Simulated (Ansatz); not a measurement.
Data:

```
ZrO2
1.0
    0.00000     2.57714     2.54457
    2.54457     0.00000     2.54457
    2.54457     2.57714     0.00000
Zr O
1 2
Direct
  0.00000   0.00000   0.00000
  0.25000   0.25000   0.25000
  0.75000   0.75000   0.75000
```

No spin polarisation.

The values are results of r2SCAN (Ansatz, a quantum-chemistry and plane-wave program, PAW, no SOC), earlier PAW set, not measurements. Settings: 11×11×11 k-points, 0.05 eV Fermi–Dirac smearing.

Problem. Predict the band gap and gap character.

Solution. 
- Band gap: 3.74 eV
- Gap character: indirect, X → Γ

The cells carry an imposed strain or load. No phonon test of stability was made. The cell was made from ZrO2 in the fluorite structure (space group Fm-3m, No. 225) by this change: uniaxial strain ε_yy = +1.28 %. This is not the structure that ZrO2 has at room temperature and ambient pressure.
